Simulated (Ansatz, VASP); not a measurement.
KF in VASP and in Ansatz

INCAR

```
SYSTEM = KF
PREC = Accurate
ENCUT = 520
EDIFF = 1E-6
ISMEAR = -1
SIGMA = 0.02
LREAL = .False.
LASPH = .True.
NELM = 60
ALGO = Normal
ISIF = 2
LWAVE = .False.
LCHARG = .False.
GGA = PE
NBANDS = 15
```

Contents of KPOINTS:

```
Automatic mesh
0
Gamma
  8 8 8
  0 0 0
```

POSCAR

```
KF
1.0
    2.9913173113      0.0000000000      0.0000000000
    0.0000000000      3.1788706815      0.0000000000
    0.0000000000      0.0000000000      3.1788706815
K F
1 1
Direct
    0.0000000000      0.0000000000      0.0000000000
    0.5000000000      0.5000000000      0.5000000000
```

Input for Ansatz:

```yaml
crystal:
  lattice:
    - [2.9913173113, 0.0, 0.0]
    - [0.0, 3.1788706815, 0.0]
    - [0.0, 0.0, 3.1788706815]
  atoms:
    - { symbol: K, position: [0.0, 0.0, 0.0] }
    - { symbol: F, position: [0.5, 0.5, 0.5] }
kpoints:
  mp_grid: { grid: [8, 8, 8] }
  band_path:
    path:
      - [0.0, 0.0, 0.0]
      - [0.0, 0.5, 0.0]
      - [0.5, 0.5, 0.0]
      - [0.5, 0.5, 0.5]
      - [0.0, 0.5, 0.5]
    npoints: 1
hamiltonian:
  xc: pbe
scf:
  occupations: { method: fermi_dirac, width: 0.02 }
  n_extra_bands: 4
output:
  forces: true
  stress: true
  eigenvalues: true
  write_density: true
  write_potential: true
  elf: true
  volumetric_format: npy
```

Change from the starting cell: uniaxial_x strain -5.9%.

Alike in both runs: task single point; functional PBE; k mesh 8 × 8 × 8; occupations fermi-dirac, width 0.02 eV; no spin polarisation.

|  | VASP | Ansatz |
| --- | --- | --- |
| version | VASP 6.6.1 | Ansatz 0.2.0 |
| potentials or method | VASP PAW PBE potentials, release 64 (K_sv, F) | plane waves, PAW |
| plane-wave cutoff (eV) | 520 | 420 |
| valence electrons in the cell | 16 | 16 |

```csv
,VASP,Ansatz,Ansatz less VASP
gap on the k mesh at the Fermi level (eV),7.10,7.12,+0.021
pressure (GPa),6.4,6.2,-0.15
largest component of the traceless stress (GPa),4.17,4.14,-0.028
```

With one functional, cell and mesh, what is left measures potentials, basis and numerics.

A k mesh can miss the band edges.
